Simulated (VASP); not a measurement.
# C (Fd-3m) in VASP: notebook

The runs below take C through single point, with LDA.

All numbers are computed with VASP 6.6.1; they aren't measurements. Logs are shortened: lines on timing, memory, paths and dates and some standing lists are left out, and cuts for length are marked.

## 1. The undisturbed crystal

It takes space group Fd-3m (No. 227, cubic). Conventional cell: a = 3.567 Å, b = 3.567 Å, c = 3.567 Å, α = 90.00°, β = 90.00°, γ = 90.00°. Around C (site symmetry -43m) lie 4 C at 1.54 Å.

This isn't the form of C at room conditions, which is graphite.

## 2. Single point, LDA (grid = ENCUT=400 dk=0.9 cell=2x2x1 ISMEAR=0 SIGMA=0.05 LREAL=Auto EDIFF=1e-06)

INCAR

```
SYSTEM = C
PREC = Accurate ; ENCUT = 400
EDIFF = 1E-6 ; ISMEAR = 0
SIGMA = 0.05 ; LREAL = Auto
LASPH = .True. ; NELM = 120
ALGO = Fast ; ISIF = 2
LWAVE = .False. ; LCHARG = .False.
GGA = CA ; NBANDS = 24
```

KPOINTS

```
Automatic mesh
0
Gamma
  4 4 4
  0 0 0
```

POSCAR

```
C
1.0
    0.0000000000      3.5667400000      3.5667400000
    3.5667400000      0.0000000000      3.5667400000
    1.7833700000      1.7833700000      0.0000000000
C
8
Direct
    0.3750000000      0.3750000000      0.7500000000
    0.3750000000      0.8750000000      0.7500000000
    0.8750000000      0.3750000000      0.7500000000
    0.8750000000      0.8750000000      0.7500000000
    0.2500000000      0.2500000000      0.5000000000
    0.2500000000      0.7500000000      0.5000000000
    0.7500000000      0.2500000000      0.5000000000
    0.7500000000      0.7500000000      0.5000000000
```

Potentials or basis: VASP PAW LDA potentials, release 64 (C).

The run is started by

```
> cat potpaw_LDA.64/C/POTCAR > POTCAR
> mpirun -np 1 vasp_std > vasp.out
```

OUTCAR:

```text
SYSTEM = C
   PREC = Accurate
   ENCUT = 400
   EDIFF = 1E-6
   ISMEAR = 0
   LREAL = Auto
   LASPH = .True.
   NELM = 120
   ISIF = 2
   GGA = CA

 Found     21 irreducible k-points:

 Following reciprocal coordinates:
            Coordinates               Weight
  0.000000  0.000000  0.000000      1.000000
  0.250000  0.000000  0.000000      4.000000
  0.500000  0.000000  0.000000      2.000000
  0.250000  0.250000  0.000000      2.000000
  0.500000  0.250000  0.000000      4.000000
 -0.250000  0.250000  0.000000      2.000000
   k-points           NKPTS =     21   k-points in BZ     NKDIM =     21   number of bands    NBANDS=     24
   number of dos      NEDOS =    301   number of ions     NIONS =      8
   total plane-waves  NPLWV =  20736
   dimension x,y,z NGX =    36 NGY =   36 NGZ =   16
   dimension x,y,z NGXF=    72 NGYF=   72 NGZF=   32
   ions per type =               8
   NGX,Y,Z   is equivalent  to a cutoff of  11.86, 11.86, 10.55 a.u.
   NGXF,Y,Z  is equivalent  to a cutoff of  23.73, 23.73, 21.09 a.u.
 SYSTEM =  C
   PREC   = accura    normal or accurate (medium, high low for compatibility)
   ISTART =      0    job   : 0-new  1-cont  2-samecut
   ICHARG =      2    charge: 1-file 2-atom 10-const
   ISPIN  =      1    spin polarized calculation?
   LNONCOLLINEAR =      F non collinear calculations
   LSORBIT =      F    spin-orbit coupling
   LASPH  =      T    aspherical Exc in radial PAW
   ENCUT  =  400.0 eV  29.40 Ry    5.42 a.u.   8.23  8.23  4.11*2*pi/ulx,y,z
   NELM   =    120;   NELMIN=  2; NELMDL= -5     # of ELM steps
   EDIFF  = 0.1E-05   stopping-criterion for ELM
   LREAL  =      T    real-space projection
   EDIFFG = 0.1E-04   stopping-criterion for IOM
   NSW    =      0    number of steps for IOM
   IBRION =     -1    ionic relax: 0-MD 1-quasi-New 2-CG
   NFREE  =      0    steps in history (QN), initial steepest desc. (CG)
   ISIF   =      2    stress and relaxation
   ISYM   =      2    0-nonsym 1-usesym 2-fastsym
   POTIM  = 0.5000    time-step for ionic-motion
   TEBEG  =    0.0;   TEEND  =   0.0 temperature during run
   PSTRESS=    0.0 pullay stress
   NELECT =      32.0000    total number of electrons
   NUPDOWN=      -1.0000    fix difference up-down
   EMIN   =  10.00;   EMAX   =-10.00  energy-range for DOS
   EFERMI =   0.00;   METHOD = LEGACY
   ISMEAR =     0;   SIGMA  =   0.05  broadening in eV -4-tet -1-fermi 0-gaus
   EFERMI_NEDOS =   21; number of points for ismear=-14 and -15
   IALGO  =     68    algorithm
   IMIX   =      4    mixing-type and parameters
     AMIX     =   0.40;   BMIX     =  1.00
     AMIX_MAG =   1.60;   BMIX_MAG =  1.00
  volume/ion in A,a.u.               =       5.67        38.28
  Fermi-wavevector in a.u.,A,eV,Ry     =   1.457203  2.753714 28.891161  2.123440
  Thomas-Fermi vector in A             =   2.574032
   LORBIT       =      0    0 simple, 1 ext, 2 COOP (PROOUT), +10 PAW based schemes
   GGA     = CA    functional components
   LHFCALC =     F    Hartree Fock is set to
   AEXX    =    0.0000 exact exchange contribution
   IVDW    =     0    specifies the selected vdW correction
   LEPSILON=     F    determine dielectric tensor
   LRPA    =     F    only Hartree local field effects (RPA)
 non-spin polarized calculation
 RMM-DIIS sequential band-by-band and
 Gauss-broadening in eV      SIGMA  =   0.05
  energy-cutoff  :      400.00
  volume of cell :       45.37
 maximum number of plane-waves:       844
 NGX is ok and might be reduce to    36
   NGX = 17   NGY = 17   NGZ =  9

 number of electron      32.0000001 magnetization

 Free energy of the ion-electron system (eV)
  ---------------------------------------------------
  ext. energy  EPLUGINS =         0.00000000
  ---------------------------------------------------
  free energy    TOTEN  =       -80.90116014 eV

  energy without entropy =      -80.90116014  energy(sigma->0) =      -80.90116014

 E-fermi :  10.0197     XC(G=0): -13.4985

 val. band max:        9.7508764192   @ k =   0.0000   0.0000   0.0000
 cond. band min:      13.8263281793   @ k =   0.2500   0.2500   0.0000
 fundamental gap:      4.0754517601
 Fermi energy:        10.0196944164

 k-point     1 :       0.0000    0.0000    0.0000
  band No.  band energies     occupation
      1     -11.5952      2.00000
      2      -5.7551      2.00000
      3      -5.7551      2.00000
      4      -3.6334      2.00000
      5      -3.6334      2.00000
      6      -2.8872      2.00000
[... 16 lines left out ...]
     23      18.1177      0.00000
     24      18.1212      0.00000

 k-point     2 :       0.2500    0.0000    0.0000
  band No.  band energies     occupation
      1     -11.1633      2.00000
      2      -7.8079      2.00000
      3      -5.8395      2.00000
      4      -4.5769      2.00000
      5      -2.7829      2.00000
      6      -0.8797      2.00000
[... 16 lines left out ...]
     23      18.0515      0.00000
     24      18.0558      0.00000

 k-point     3 :       0.5000    0.0000    0.0000
  band No.  band energies     occupation
      1      -9.8804      2.00000
      2      -9.8804      2.00000
      3      -5.5601      2.00000
      4      -5.5601      2.00000
      5      -0.9700      2.00000
      6      -0.9700      2.00000
[... 16 lines left out ...]
     23      17.9240      0.00000
     24      17.9240      0.00000

 k-point     4 :       0.2500    0.2500    0.0000
  band No.  band energies     occupation
      1     -11.0196      2.00000
      2      -6.6306      2.00000
      3      -6.6306      2.00000
      4      -6.5430      2.00000
      5      -1.7595      2.00000
      6      -1.7595      2.00000
[... 16 lines left out ...]
     23      17.8861      0.00000
     24      18.8364      0.00000

 k-point     5 :       0.5000    0.2500    0.0000
  band No.  band energies     occupation
      1     -10.0208      2.00000
      2      -8.8977      2.00000
      3      -7.7813      2.00000
      4      -4.8408      2.00000
      5      -1.7950      2.00000
      6       2.0226      2.00000
[... 16 lines left out ...]
     23      19.1177      0.00000
     24      19.3281      0.00000

 k-point     6 :      -0.2500    0.2500    0.0000
  band No.  band energies     occupation
      1     -10.4479      2.00000
      2      -8.2064      2.00000
      3      -8.2064      2.00000
      4      -3.0430      2.00000
      5      -1.8605      2.00000
      6       0.3657      2.00000
[... 16 lines left out ...]
     23      19.7689      0.00000
     24      19.8212      0.00000

 [... further k-points ...]

------------------------ aborting loop because EDIFF is reached ----------------------------------------

  FORCE on cell =-STRESS in cart. coord.  units (eV):
  Direction    XX          YY          ZZ          XY          YZ          ZX
  --------------------------------------------------------------------------------------
  -------------------------------------------------------------------------------------
  Total       -4.2381193     -4.2381193     -4.5410973      0.2913919      0.0000000      0.0000000
  in kB     -149.6474796   -149.6474796   -160.3455960     10.2890133      0.0000000      0.0000000
  external PRESSURE =    -153.2135184 kB  Pullay stress =       0.0000000 kB

 VOLUME and BASIS-vectors are now :
 -----------------------------------------------------------------------------
  energy-cutoff  :      400.00
  volume of cell :       45.37
      direct lattice vectors                 reciprocal lattice vectors
     0.000000000  3.566740000  3.566740000    -0.140184034  0.140184034  0.140184034
     3.566740000  0.000000000  3.566740000     0.140184034 -0.140184034  0.140184034
     1.783370000  1.783370000  0.000000000     0.280368067  0.280368067 -0.280368067

 POSITION                                       TOTAL-FORCE (eV/Angst)
 -----------------------------------------------------------------------------------
      2.67505      2.67505      2.67505        -0.000000     -0.000000     -0.029364
      4.45843      2.67505      4.45843        -0.000000     -0.000000     -0.029364
      2.67505      4.45843      4.45843        -0.000000     -0.000000     -0.029364
      4.45843      4.45843      6.24179        -0.000000     -0.000000     -0.029364
      1.78337      1.78337      1.78337         0.000000      0.000000      0.029364
      3.56674      1.78337      3.56674         0.000000      0.000000      0.029364
      1.78337      3.56674      3.56674         0.000000      0.000000      0.029364
      3.56674      3.56674      5.35011         0.000000      0.000000      0.029364
 -----------------------------------------------------------------------------------
    total drift:                               -0.000000     -0.000000      0.000000

  FREE ENERGIE OF THE ION-ELECTRON SYSTEM (eV)
  ---------------------------------------------------
  free  energy   TOTEN  =       -80.9011601357 eV

  energy  without entropy=      -80.9011601357  energy(sigma->0) =      -80.90116014
```

It took 26 s on 1 thread of Intel Xeon Platinum 8488C (Sapphire Rapids), shared host; peak memory 0.13 GiB.

The run converged, but some of its settings lie outside the range that counts as converged, so its numbers aren't taken as properties of the crystal.

Results:

| Quantity | Value |
| --- | --- |
| Free energy | -80.9012 eV |
| Band gap on the k mesh | 4.08 eV |

Caveat: the k mesh is coarse (spacing up to 0.76 Å⁻¹), so the values aren't converged; the cutoff is under 1.25 times the usual one of these potentials, so pressure, stress and relaxed cells hold a basis-set (Pulay) error; the result breaks the symmetry of the cell; the real-space grid breaks the cell's symmetry a little.

## 3. Single point, LDA (grid = ENCUT=400 dk=0.6 cell=2x2x1 ISMEAR=0 SIGMA=0.05 LREAL=Auto EDIFF=1e-06)

INCAR is that of step 2.

KPOINTS

```
Automatic mesh
0
Gamma
  6 6 6
  0 0 0
```

POSCAR is that of step 2.

Potentials or basis: VASP PAW LDA potentials, release 64 (C).

The run is started by

```
> cat potpaw_LDA.64/C/POTCAR > POTCAR
> mpirun -np 1 vasp_std > vasp.out
```

Run time: 66 s. Hardware: 1 thread of Intel Xeon Platinum 8488C (Sapphire Rapids), shared host; peak memory 0.14 GiB.

The run converged, but some of its settings lie outside the range that counts as converged, so its numbers aren't taken as properties of the crystal.

What came out:

```
Free energy            : -80.9825 eV
Band gap on the k mesh : 4.11 eV
```

Caveat: the k mesh is coarse (spacing up to 0.51 Å⁻¹), so the values aren't converged; the cutoff is under 1.25 times the usual one of these potentials, so pressure, stress and relaxed cells hold a basis-set (Pulay) error; the real-space grid breaks the cell's symmetry a little.

## 4. For comparison

An earlier run on the cell as given: functional PBE; potentials or basis VASP PAW PBE potentials, release 64 (C); cutoff 520 eV; k mesh 13 × 13 × 13; occupations fermi-dirac, width 0.05 eV; no spin polarisation.

* Pressure: 2.5 GPa
* Band gap on the k mesh: 4.14 eV, indirect (least direct gap 5.59 eV)
